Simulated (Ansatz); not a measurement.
Runs of Ansatz 0.2.0 on Li2O. The structure is cubic, space group Fm-3m (No. 225). The conventional cell has a = 4.654 Å, b = 4.654 Å, c = 4.654 Å, α = 90.00°, β = 90.00°, γ = 90.00°. O (site symmetry m-3m) has 8 Li at 2.02 Å as nearest neighbours. Around Li (site symmetry -43m) lie 4 O at 2.02 Å. The cell comes from a database or a generator and needn't be the stable form of this composition.

```csv
level,cutoff (eV),gap on the mesh (eV),pressure (GPa)
HF,420,-,-5.3
HSE03,420,(a),-4.4
PBEsol0,420,7.39,-6.1
r2SCAN0,500,7.91,(b)
HSEsol,420,6.65,-6.1
```

Alike in all rows: task band structure; potentials or basis Ansatz PAW; no spin polarisation; cell as given; k mesh 5 × 5 × 5; smearing fermi-dirac 0.05 eV; the mesh is coarse, so values aren't converged.

Problem. Estimate the missing entries.

Solution. (a) 6.49; (b) -6.0.

Caveats: all runs use coarse meshes; the PAW data sets come from PBE, with cores solved anew for the run's functional, which leaves a small shift of forces and pressure; the thresholds are loose for stress; the k mesh misses the band edges, so the gap on the mesh is wider than the one along the path (some runs).
